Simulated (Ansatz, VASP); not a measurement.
Two plane-wave programs on SiGe

File INCAR:

```
ALGO = Normal
EDIFF = 1E-6
ENCUT = 520
GGA = PS
ISIF = 2
ISMEAR = 0
LASPH = True
LCHARG = True
LELF = True
LREAL = False
LVHAR = True
LWAVE = False
NBANDS = 26
NELM = 60
PREC = Accurate
SIGMA = 0.03
```

Contents of KPOINTS:

```
k-points
0
Gamma
  12 12 6
```

File POSCAR:

```
SiGe
1.0
    3.5774938239      0.0000000000      0.0000000000
   -1.7887469119      3.0982005334      0.0000000000
    0.0000000000      0.0000000000      7.6837755039
Si Ge
2 2
Direct
    0.6666666667      0.3333333333      0.8746070000
    0.3333333333      0.6666666667      0.3746070000
    0.6666666667      0.3333333333      0.5003920000
    0.3333333333      0.6666666667      0.0003920000
```

Input for Ansatz:

```yaml
crystal:
  lattice:
    - [3.5774938239, 0.0, 0.0]
    - [-1.7887469119, 3.0982005334, 0.0]
    - [0.0, 0.0, 7.6837755039]
  atoms:
    - { symbol: Si, position: [0.6666666667, 0.3333333333, 0.874607] }
    - { symbol: Si, position: [0.3333333333, 0.6666666667, 0.374607] }
    - { symbol: Ge, position: [0.6666666667, 0.3333333333, 0.500392] }
    - { symbol: Ge, position: [0.3333333333, 0.6666666667, 0.000392] }
basis:
  ecutwfc: 420
kpoints:
  mp_grid: { grid: [12, 12, 6] }
hamiltonian:
  xc: pbesol
scf:
  occupations: { method: gaussian, width: 0.03 }
output:
  forces: true
  stress: true
  eigenvalues: true
```

Alike in both runs: task single point; functional PBEsol; k mesh 12 × 12 × 6; occupations gaussian, width 0.03 eV; no spin polarisation.

|  | VASP | Ansatz |
| --- | --- | --- |
| version | VASP 6.6.1 | Ansatz 0.2.0 |
| potentials or method | VASP PAW PBE potentials, release 64 (Si, Ge_d) | scalar-relativistic, plane waves, PAW |
| plane-wave cutoff (eV) | 520 | 420 |
| valence electrons in the cell | 36 | 36 |

|  | VASP | Ansatz | Ansatz less VASP |
| --- | --- | --- | --- |
| gap on the k mesh at the Fermi level (eV) | none | none | - |
| pressure (GPa) | 6.8 | 6.7 | -0.07 |
| largest component of the traceless stress (GPa) | 20.36 | 20.31 | -0.047 |
| rms of the force components (eV/Å) | 0.656 | 0.660 | +0.0038 |

Atom by atom the forces differ by 0.004 eV/Å (rms over components). A gap of «none» marks a metal or a gap that the smearing closes.

Caveats: the PAW data sets were made with another functional, which shifts forces and pressure a little (VASP).
